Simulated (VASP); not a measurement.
# Se: single point with RPBE

The system is Se.

```
Se
1.0
     2.85535    0.00000    0.00000
     0.00000    2.85535    0.00000
     0.00000    0.00000    2.85535
Se
1
Direct
  0.00000 0.00000 0.00000
```

This isn't the form of Se at room conditions, which is trigonal, of chains.

```yaml
Program: VASP 6.6.1
Task: single point
Functional: RPBE
Potentials_or_basis: VASP PAW PBE potentials, release 64 (Se)
Cutoff: 520 eV
k_mesh: 12 × 12 × 12
Occupations: fermi-dirac, width 0.1 eV
Spin: no spin polarisation
Dipole_correction: no
Further_INCAR_settings: ALGO = Fast; EDIFF = 1e-06; NBANDS = 9
```

```
Pressure               : 0.1 GPa
Band gap on the k mesh : none (metal or under the smearing width)
```

Levels at points of the mesh, in eV from the Fermi level:
```csv
k point,band 1,band 2,band 3,band 4,band 5,band 6,band 7
"(0.00, 0.00, 0.00)",-15.77,1.34,1.34,1.34,7.79,7.79,7.88
"(0.50, 0.00, 0.00)",-13.82,-6.67,2.68,2.68,9.86,11.40,12.58
"(0.50, 0.50, 0.00)",-11.88,-4.84,-4.84,3.22,3.89,13.15,15.56
"(0.50, 0.50, 0.50)",-9.90,-3.23,-3.23,-3.23,5.99,5.99,5.99
```

Run time: 9.1 s on 1 thread of Intel(R) Xeon(R) Platinum 8259CL CPU @ 2.50GHz (Skylake/Cascade Lake), with other jobs on the host, peak memory 0.14 GiB.

Caveat: the PAW data sets were made with another functional, which shifts forces and pressure a little.
